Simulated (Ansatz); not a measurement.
Input, command and steps of an Ansatz relaxation.

```yaml
crystal:
  lattice:
    - [1.6612621559, -5.0957604361, -4.1668617613]
    - [1.6612621559, -5.0957604361, 4.1668617613]
    - [-4.9837864676, -5.0957604361, 0.0]
  atoms:
    - { symbol: P, position: [0.3657366557, 0.2938338617, 0.5531901725] }
    - { symbol: P, position: [0.1157366557, 0.0438338617, 0.0531901725] }
    - { symbol: P, position: [0.8657366557, 0.7938338617, 0.5531901725] }
    - { symbol: P, position: [0.1688338617, 0.7407366557, 0.3031901725] }
    - { symbol: P, position: [0.9188338617, 0.4907366557, 0.8031901725] }
    - { symbol: P, position: [0.6688338617, 0.2407366557, 0.3031901725] }
    - { symbol: P, position: [0.4188338617, 0.9907366557, 0.8031901725] }
    - { symbol: P, position: [0.6342633443, 0.7061661383, 0.4468098275] }
    - { symbol: P, position: [0.3842633443, 0.4561661383, 0.9468098275] }
    - { symbol: P, position: [0.1342633443, 0.2061661383, 0.4468098275] }
    - { symbol: P, position: [0.8842633443, 0.9561661383, 0.9468098275] }
    - { symbol: P, position: [0.0811661383, 0.5092633443, 0.1968098275] }
    - { symbol: P, position: [0.8311661383, 0.2592633443, 0.6968098275] }
    - { symbol: P, position: [0.5811661383, 0.0092633443, 0.1968098275] }
    - { symbol: P, position: [0.3311661383, 0.7592633443, 0.6968098275] }
basis:
  ecutwfc: 420
  xc_grid: 2
kpoints:
  mp_grid: { grid: [4, 4, 4], shift: [0.5, 0.5, 0.5] }
hamiltonian:
  xc: pbe
  dispersion: d3bj
scf:
  occupations: { method: gaussian, width: 0.1 }
output:
  forces: true
  stress: false
  eigenvalues: true
  write_density: true
  write_potential: true
  elf: true
  volumetric_format: npy
relax:
  adjacent_minimum: "off"
  f_tol: 0.025
  max_steps: 45
```

```bash
ansatz run input.yaml --threads 4 --pin off --max-ram 10240MiB --backend cpu --events-out ev --progress --plain --runs-dir out
```

All numbers below come from DFT PBE+D3(BJ), scalar-relativistic, plane waves, PAW in Ansatz.

The cell holds a point defect: P vacancy (site f), neutral.

Of 16 frames 10 are shown, positions in Å and forces in eV/Å; the SCF threshold varies from step to step.

```xyz
15
Lattice="1.6613 -5.0958 -4.1669 1.6613 -5.0958 4.1669 -4.9838 -5.0958 0.0000" Properties=species:S:1:pos:R:3:forces:R:3 pbc="T T T" step=1 free_energy_over_end_meV_per_atom=39.81
P    -1.6613   -6.1799   -0.2996    0.2616   -0.0003   -0.1243
P     0.0000   -1.0842   -0.2996    0.0158    0.1452   -0.0075
P     0.0000  -11.2757   -0.2996   -0.2778    0.0878   -0.0975
P     0.0000   -6.1799    2.3830    0.0998   -0.0499    0.0175
P    -1.6613  -11.2757   -1.7838   -0.1754    0.4216    0.1605
P     0.0000   -6.1799   -1.7838    0.1729    0.3035    0.1738
P    -1.6613  -11.2757    2.3830   -0.1337    0.0387    0.0305
P     0.0000   -9.1073    0.2996   -0.0378    0.1338   -0.2463
P    -3.3225   -9.1073    0.2996   -0.0248   -0.2591    0.1575
P    -1.6613   -4.0116    0.2996    0.0531    0.0799   -0.2126
P    -1.6613  -14.2031    0.2996    0.0024   -0.0641   -0.1108
P     0.0000   -4.0116    1.7838    0.3168   -0.0092   -0.2202
P    -1.6613   -9.1073   -2.3830    0.1253   -0.3789    0.3286
P     0.0000   -4.0116   -2.3830   -0.0831   -0.4619    0.3305
P    -1.6613   -9.1073    1.7838   -0.3151    0.0128   -0.1795
15
Lattice="1.6613 -5.0958 -4.1669 1.6613 -5.0958 4.1669 -4.9838 -5.0958 0.0000" Properties=species:S:1:pos:R:3:forces:R:3 pbc="T T T" step=3 free_energy_over_end_meV_per_atom=20.31
P    -1.6407   -6.1781   -0.3187   -0.1604    0.0524   -0.0453
P     0.0034   -1.0151   -0.2756    0.0085   -0.0355   -0.0137
P    -0.0420  -11.2142   -0.2949    0.1543    0.0383   -0.0244
P     0.0017   -6.2008    2.4024   -0.0793    0.0452   -0.0342
P    -1.8308  -11.1454   -1.5992    0.0255    0.0670    0.1945
P     0.1477   -6.1551   -1.6260   -0.1441    0.0524    0.0437
P    -1.6821  -11.2670    2.3796    0.0606    0.0220   -0.0646
P     0.0151   -9.0486    0.2748    0.0383   -0.1281    0.1474
P    -3.3045   -9.3754    0.1131    0.1301   -0.2414   -0.4282
P    -1.6579   -4.0056    0.2508    0.0082   -0.1782    0.0369
P    -1.6674  -14.1538    0.3544   -0.0516    0.1447    0.0680
P     0.0912   -4.0824    1.6412   -0.1760    0.0419    0.0653
P    -1.6256   -9.0797   -2.3463    0.0352    0.0370   -0.0182
P    -0.0205   -4.0650   -2.3204    0.0347   -0.0420    0.0273
P    -1.7389   -9.1322    1.6643    0.1159    0.1243    0.0455
15
Lattice="1.6613 -5.0958 -4.1669 1.6613 -5.0958 4.1669 -4.9838 -5.0958 0.0000" Properties=species:S:1:pos:R:3:forces:R:3 pbc="T T T" step=4 free_energy_over_end_meV_per_atom=12.74
P    -1.6973   -6.1951   -0.3323   -0.1221   -0.0041   -0.0165
P     0.0010   -0.9720   -0.2854   -0.0063   -0.1616   -0.0734
P     0.0000  -11.1946   -0.2724    0.1488   -0.0073    0.0589
P     0.0062   -6.1950    2.3817   -0.0710    0.1258    0.0529
P    -1.8597  -11.0829   -1.4767   -0.0638   -0.1681    0.0806
P     0.1376   -6.1621   -1.5696   -0.0743   -0.1328   -0.0519
P    -1.7100  -11.2433    2.3384    0.0387    0.0689    0.0108
P     0.0502   -9.0408    0.3024   -0.0106   -0.0229    0.1331
P    -3.2773   -9.5239   -0.0102    0.2017   -0.2060   -0.3563
P    -1.6759   -4.0337    0.2322    0.0306   -0.0993    0.0842
P    -1.6682  -14.1191    0.4043   -0.0634    0.1273    0.0870
P     0.1274   -4.1034    1.5523   -0.2425    0.0311    0.1641
P    -1.6023   -9.0567   -2.3115   -0.0473    0.1574   -0.1552
P    -0.0144   -4.0824   -2.2595    0.0814    0.1390   -0.0832
P    -1.7688   -9.1135    1.6059    0.2000    0.1528    0.0650
15
Lattice="1.6613 -5.0958 -4.1669 1.6613 -5.0958 4.1669 -4.9838 -5.0958 0.0000" Properties=species:S:1:pos:R:3:forces:R:3 pbc="T T T" step=6 free_energy_over_end_meV_per_atom=7.89
P    -1.7280   -6.2250   -0.3817    0.0774   -0.0416   -0.0296
P     0.0041   -0.9784   -0.3191    0.0480   -0.0629    0.0298
P     0.0348  -11.1484   -0.2005   -0.0385   -0.0094    0.0817
P    -0.0259   -6.1860    2.4005   -0.0158    0.0568    0.0606
P    -1.8744  -11.1130   -1.3837    0.0349   -0.0542    0.0470
P     0.0986   -6.1827   -1.6460   -0.1226    0.0437   -0.0027
P    -1.7219  -11.1711    2.2834   -0.0382    0.0629    0.0402
P     0.0716   -8.9880    0.3429    0.0404    0.0474   -0.1673
P    -3.2278   -9.6469   -0.0659    0.0568    0.0977    0.0326
P    -1.6785   -4.0874    0.2480   -0.0040    0.0217   -0.0020
P    -1.6660  -14.1257    0.4214   -0.0177    0.0445   -0.0624
P     0.1283   -4.1214    1.5480    0.0181   -0.0714   -0.0601
P    -1.6111   -9.0738   -2.2968   -0.0633   -0.1000   -0.0193
P     0.0106   -4.0488   -2.2358    0.0495   -0.0051    0.0648
P    -1.7656   -9.0215    1.5848   -0.0251   -0.0306   -0.0131
15
Lattice="1.6613 -5.0958 -4.1669 1.6613 -5.0958 4.1669 -4.9838 -5.0958 0.0000" Properties=species:S:1:pos:R:3:forces:R:3 pbc="T T T" step=8 free_energy_over_end_meV_per_atom=4.09
P    -1.7134   -6.2441   -0.4835    0.0349   -0.0542    0.0263
P     0.0362   -0.9920   -0.3015   -0.0115    0.0121    0.0138
P     0.0248  -11.1068   -0.0961    0.1340    0.0690    0.0621
P    -0.0456   -6.2410    2.4862   -0.0462   -0.0258    0.0025
P    -1.9365  -11.1940   -1.2473   -0.1826    0.0994   -0.0381
P     0.0242   -6.1523   -1.8432   -0.0003   -0.0163   -0.0633
P    -1.7454  -11.1003    2.2450    0.0176    0.0149    0.0246
P     0.0819   -8.9099    0.2835   -0.0427   -0.0596   -0.0319
P    -3.1753   -9.5723   -0.0536   -0.0144    0.0598    0.1106
P    -1.6663   -4.1494    0.2797   -0.1129    0.0476    0.0229
P    -1.6393  -14.1364    0.4145    0.0568    0.0219   -0.0009
P     0.1432   -4.2122    1.5669    0.0657   -0.0384   -0.0470
P    -1.6197   -9.2005   -2.2665    0.0985    0.0050   -0.0543
P     0.0189   -3.9816   -2.2664    0.0373   -0.0793    0.0468
P    -1.7390   -8.9255    1.5819   -0.0342   -0.0563   -0.0741
15
Lattice="1.6613 -5.0958 -4.1669 1.6613 -5.0958 4.1669 -4.9838 -5.0958 0.0000" Properties=species:S:1:pos:R:3:forces:R:3 pbc="T T T" step=9 free_energy_over_end_meV_per_atom=2.70
P    -1.6895   -6.2985   -0.5259   -0.0903    0.1236    0.0131
P     0.0409   -0.9883   -0.2917    0.0744    0.0205   -0.0162
P     0.0252  -11.0764   -0.0619   -0.0961   -0.1042    0.0634
P    -0.0603   -6.2711    2.5086    0.0930    0.0391    0.0062
P    -2.0580  -11.1191   -1.1596   -0.0792   -0.0113   -0.1225
P    -0.0372   -6.2362   -2.0141    0.1403    0.0096    0.0252
P    -1.7438  -11.0905    2.2516   -0.0826   -0.0963   -0.0491
P     0.1028   -8.8874    0.2910    0.0193    0.0404    0.0169
P    -3.1685   -9.4273   -0.0127    0.0719    0.0466    0.1709
P    -1.6701   -4.1914    0.2492    0.1377   -0.0814    0.0567
P    -1.6003  -14.1319    0.4185   -0.1159    0.0825   -0.0333
P     0.1325   -4.2535    1.5612    0.0386    0.0852   -0.0623
P    -1.5745   -9.2079   -2.2747   -0.0147   -0.0343   -0.0834
P     0.0513   -4.0391   -2.2617    0.0177   -0.0240   -0.0102
P    -1.7018   -8.8997    1.6217   -0.1143   -0.0960    0.0247
15
Lattice="1.6613 -5.0958 -4.1669 1.6613 -5.0958 4.1669 -4.9838 -5.0958 0.0000" Properties=species:S:1:pos:R:3:forces:R:3 pbc="T T T" step=11 free_energy_over_end_meV_per_atom=0.61
P    -1.6751   -6.3007   -0.5354   -0.0102   -0.0385    0.0292
P     0.0411   -0.9640   -0.2801   -0.0576   -0.0031    0.0148
P    -0.0082  -11.1158   -0.0631    0.0091   -0.0614   -0.0173
P    -0.0496   -6.2565    2.5159    0.0372   -0.0005   -0.0102
P    -2.1242  -11.0619   -1.1922    0.0018    0.0677    0.0529
P    -0.0159   -6.2815   -2.0461   -0.0223   -0.0313   -0.0047
P    -1.7542  -11.1473    2.2579    0.0518    0.0551   -0.0146
P     0.0919   -8.9236    0.3251    0.0732    0.0400    0.1428
P    -3.1361   -9.3310    0.0453   -0.0047   -0.0586   -0.0602
P    -1.6398   -4.1958    0.2296    0.0358    0.0008   -0.0461
P    -1.6286  -14.0912    0.3861    0.0380   -0.0229   -0.0090
P     0.1506   -4.2341    1.5566   -0.1062    0.0166    0.0253
P    -1.5735   -9.1835   -2.3356   -0.0248    0.0241   -0.0050
P     0.0596   -4.0818   -2.2594   -0.0690    0.0532   -0.1239
P    -1.6894   -8.9496    1.6950    0.0477   -0.0415    0.0261
15
Lattice="1.6613 -5.0958 -4.1669 1.6613 -5.0958 4.1669 -4.9838 -5.0958 0.0000" Properties=species:S:1:pos:R:3:forces:R:3 pbc="T T T" step=13 free_energy_over_end_meV_per_atom=0.13
P    -1.6682   -6.3231   -0.5352   -0.0018   -0.0016   -0.0011
P     0.0330   -0.9663   -0.2814   -0.0033   -0.0126    0.0070
P    -0.0107  -11.1269   -0.0593    0.0270    0.0044    0.0430
P    -0.0498   -6.2520    2.5112    0.0122    0.0016   -0.0232
P    -2.1491  -11.0137   -1.1782    0.0047    0.0012   -0.0104
P    -0.0248   -6.3086   -2.0774   -0.0029    0.0167   -0.0151
P    -1.7485  -11.1633    2.2635    0.0029    0.0103   -0.0123
P     0.0994   -8.9291    0.3609   -0.0110   -0.0001   -0.0066
P    -3.1274   -9.2870    0.0706   -0.0003   -0.0138   -0.0018
P    -1.6315   -4.2077    0.2025    0.0019    0.0034    0.0089
P    -1.6297  -14.0900    0.3653    0.0154   -0.0120   -0.0136
P     0.1345   -4.2240    1.5566   -0.0022    0.0070    0.0137
P    -1.5698   -9.1614   -2.3638   -0.0390   -0.0057   -0.0146
P     0.0673   -4.0978   -2.2700    0.0004    0.0079    0.0092
P    -1.6759   -8.9676    1.7343   -0.0040   -0.0067    0.0168
15
Lattice="1.6613 -5.0958 -4.1669 1.6613 -5.0958 4.1669 -4.9838 -5.0958 0.0000" Properties=species:S:1:pos:R:3:forces:R:3 pbc="T T T" step=14 free_energy_over_end_meV_per_atom=0.07
P    -1.6670   -6.3238   -0.5387   -0.0056    0.0009    0.0021
P     0.0328   -0.9747   -0.2831    0.0096   -0.0060    0.0032
P    -0.0042  -11.1231   -0.0505    0.0196   -0.0014    0.0305
P    -0.0503   -6.2537    2.5105   -0.0007    0.0052   -0.0049
P    -2.1445  -11.0159   -1.1720   -0.0283    0.0016   -0.0260
P    -0.0275   -6.3009   -2.0854    0.0058    0.0092   -0.0081
P    -1.7477  -11.1615    2.2612    0.0042   -0.0063   -0.0022
P     0.0978   -8.9236    0.3630   -0.0147   -0.0033   -0.0253
P    -3.1267   -9.2896    0.0714   -0.0016   -0.0015    0.0206
P    -1.6310   -4.2097    0.2048   -0.0172    0.0033    0.0159
P    -1.6300  -14.0979    0.3586    0.0084    0.0023   -0.0074
P     0.1334   -4.2242    1.5615    0.0084    0.0024   -0.0109
P    -1.5768   -9.1647   -2.3662    0.0062   -0.0027   -0.0127
P     0.0675   -4.0890   -2.2731    0.0168   -0.0048    0.0218
P    -1.6770   -8.9660    1.7378   -0.0109    0.0010    0.0035
15
Lattice="1.6613 -5.0958 -4.1669 1.6613 -5.0958 4.1669 -4.9838 -5.0958 0.0000" Properties=species:S:1:pos:R:3:forces:R:3 pbc="T T T" step=16 free_energy_over_end_meV_per_atom=0.00
P    -1.6592   -6.3289   -0.5461   -0.0018   -0.0010    0.0024
P     0.0383   -0.9828   -0.2842   -0.0026    0.0062    0.0010
P     0.0014  -11.1248   -0.0312    0.0224   -0.0036    0.0001
P    -0.0498   -6.2552    2.5161    0.0060   -0.0093    0.0073
P    -2.1682  -11.0040   -1.1656   -0.0215    0.0083    0.0032
P    -0.0304   -6.2966   -2.1154    0.0047   -0.0021    0.0029
P    -1.7420  -11.1689    2.2582    0.0029    0.0029    0.0101
P     0.0933   -8.9220    0.3650   -0.0008   -0.0041    0.0004
P    -3.1280   -9.2735    0.0867   -0.0012   -0.0143   -0.0091
P    -1.6300   -4.2159    0.2075   -0.0050    0.0025   -0.0026
P    -1.6261  -14.1024    0.3428   -0.0037    0.0119   -0.0028
P     0.1314   -4.2242    1.5689   -0.0046    0.0007   -0.0055
P    -1.5815   -9.1658   -2.3756    0.0001   -0.0049    0.0099
P     0.0747   -4.0821   -2.2801   -0.0065    0.0022   -0.0101
P    -1.6752   -8.9712    1.7525    0.0116    0.0047   -0.0073
```

The run took 7.4 min on 4 threads of AMD EPYC 7R43 64-Core Processor (Zen 3), with other jobs on the host, peak memory 0.93 GiB.